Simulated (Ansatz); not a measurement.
KBr (Fm-3m): elasticity against pressure

```
K Br
1.0
     0.00000    3.27452    3.27452
     3.27452    0.00000    3.27452
     3.27452    3.27452    0.00000
K Br
1 1
Cartesian
  0.0000 0.0000 0.0000
  3.2745 3.2745 3.2745
```

This is the zero-pressure cell. At each pressure cell and atoms are relaxed in this structure, and the constants are slopes of the stress at strains of ±0.005 with relaxed ions (the coefficients that govern stability under load). Level: PBEsol, PAW on Ansatz 0.2.0's default frozen-core files (fitted under PBE), scalar-relativistic; k mesh 6×6×6, strains of ±0.005, fixed occupations, cutoff 420 eV. P is the pressure of the relaxed cell, less that of this one.

| P (GPa) | V/V₀ | C11 (GPa) | C12 (GPa) | C44 (GPa) |
| --- | --- | --- | --- | --- |
| 0.00 | 1.0000 | 36.7 | 4.8 | 5.0 |
| 0.99 | 0.9455 | 48.9 | 5.9 | 4.6 |
| 1.98 | 0.9048 | 60.4 | 6.9 | 4.1 |
| 3.95 | 0.8449 | 82.2 | 8.8 | 3.1 |
| 6.98 | ? | ? | ? | ? |
| 9.98 | 0.7379 | 144.0 | 14.4 | -0.5 |
| 14.97 | 0.6847 | 191.7 | 18.8 | -3.6 |

Q: Does the bulk modulus from the constants agree with the pressure-volume curve?

A: A third-order Birch-Murnaghan fit to the volumes shown (F against f, f = [(V₀/V)^(2/3) − 1]/2) gives B₀ = 15.5 GPa and B′ = 4.9. Its −V dP/dV stands beside (C11 + 2C12)/3:

| P (GPa) | from P(V) | from the constants |
| --- | --- | --- |
| 0.00 | 15.5 | 15.4 |
| 0.99 | 20.2 | 20.2 |
| 1.98 | 24.7 | 24.7 |
| 3.95 | 33.2 | 33.3 |
| 9.98 | 57.7 | 57.6 |
| 14.97 | 77.1 | 76.5 |

Q: What are the pressure derivatives at zero pressure?

A: Slopes at V₀ of quadratic fits in −ln(V/V₀) through the first four rows shown, divided by B₀: dC11/dP = 12.2, dC12/dP = 1.1, dC44/dP = -0.4. The mean slopes up to 2.0 GPa are 12.0, 1.1, -0.5; curvature and scatter of the constants part the two. The combination (dC11/dP + 2 dC12/dP)/3 = 4.8 stands against B′.

Q: Fill the row at 6.98 GPa.

A: Cubic fits in −ln(V/V₀) through all rows shown give C11 = 114.0, C12 = 11.7, C44 = 1.3 GPa. Computed: V/V₀ = 0.7823, C11 (GPa) = 113.9, C12 (GPa) = 11.7, C44 (GPa) = 1.3.

Q: Does a shear stiffness soften?

A: C44 goes from 5.0 to -3.6 GPa; (C11 − C12)/2 goes from 16.0 to 86.5 GPa. The lattice turns mechanically unstable between 7.0 and 10.0 GPa, where the matrix gains a negative eigenvalue.

Caveats: no other phase was computed; many crystals of this kind change structure within this range, and rows or crossings beyond such a change describe a metastable lattice; frozen-core PAW files fitted under PBE, their cores solved anew for the functional of the run; phonons weren't checked at these pressures.
